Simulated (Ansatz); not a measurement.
# GaS: the cost of one run

Method: plane waves, PAW, in Ansatz 0.2.0.

3 further runs of the same task are left out: 3 that didn't finish.

### 1 The structure to begin with

Symmetry: P6_3/mmc, No. 194, hexagonal system. Conventional cell: a = 3.580 Å, b = 3.580 Å, c = 15.563 Å, α = 90.00°, β = 90.00°, γ = 120.00°. Around Ga (site symmetry 3m) lie 3 S at 2.33 Å and 1 Ga at 2.44 Å. S (site symmetry 3m) is surrounded by 3 Ga at 2.33 Å.

Coordinates:

```cif
data_structure
_symmetry_space_group_name_H-M 'P6_3/mmc'
_symmetry_Int_Tables_number 194
_cell_length_a 3.5795
_cell_length_b 3.5795
_cell_length_c 15.5631
_cell_angle_alpha 90.000
_cell_angle_beta 90.000
_cell_angle_gamma 120.000
_cell_volume 172.69
loop_
_atom_site_label
_atom_site_type_symbol
_atom_site_symmetry_multiplicity
_atom_site_Wyckoff_symbol
_atom_site_fract_x
_atom_site_fract_y
_atom_site_fract_z
_atom_site_occupancy
Ga1 Ga 4 f 0.33333 0.66667 0.17170 1
S1 S 4 f 0.33333 0.66667 0.60286 1
```

The cell was relaxed beforehand with r2SCAN+rVV10; those runs aren't shown.

### 2 PBE, anion s p, 6×6×2

input.yaml

```yaml
crystal:
  lattice:
    - [3.579505979, 0.0, 0.0]
    - [-1.7897529895, 3.0999431108, 0.0]
    - [0.0, 0.0, 15.5631243014]
  atoms:
    - { symbol: Ga, position: [0.3333333333, 0.6666666667, 0.1716952324] }
    - { symbol: Ga, position: [0.6666666667, 0.3333333333, 0.6716952324] }
    - { symbol: Ga, position: [0.3333333333, 0.6666666667, 0.3283047676] }
    - { symbol: Ga, position: [0.6666666667, 0.3333333333, 0.8283047676] }
    - { symbol: S, position: [0.3333333333, 0.6666666667, 0.6028569224] }
    - { symbol: S, position: [0.6666666667, 0.3333333333, 0.1028569224] }
    - { symbol: S, position: [0.3333333333, 0.6666666667, 0.8971430776] }
    - { symbol: S, position: [0.6666666667, 0.3333333333, 0.3971430776] }
kpoints:
  mp_grid: { grid: [6, 6, 2] }
  band_path:
    path:
      - [[0.0, 0.0, 0.0], [0.5, -1.027153573834e-17, 0.0], [0.3333333333333, 0.3333333333333, 0.0], [0.0, 0.0, 0.0], [0.0, 0.0, 0.5], [0.5, -1.027153573834e-17, 0.5], [0.3333333333333, 0.3333333333333, 0.5], [0.0, 0.0, 0.5]]
      - [[0.5, -1.027153573834e-17, 0.5], [0.5, -1.027153573834e-17, 0.0]]
      - [[0.3333333333333, 0.3333333333333, 0.5], [0.3333333333333, 0.3333333333333, 0.0]]
    npoints: 10
hamiltonian:
  xc: pbe
scf:
  occupations: { method: fixed }
  n_extra_bands: 6
output:
  forces: false
  stress: false
  eigenvalues: true
  wannier:
    kmesh: [6, 6, 2]
    projections: [{ species: S, l: s, shell: 3 }, { species: S, l: p, shell: 3 }]
    minimise: true
    write_hr: true
    conv_tol: 1.0e-08
    max_iter: 3000
```

On the command line:

```bash
> ansatz run input.yaml --threads 4 --pin off --max-ram 5529MiB --backend cpu --events-out ev --progress --plain --runs-dir out
```

Q: Estimate wall time and peak memory on 4 threads of Intel Xeon Platinum 8488C (Sapphire Rapids), shared host.

About 6.1 s, with a peak of 0.7 GiB.
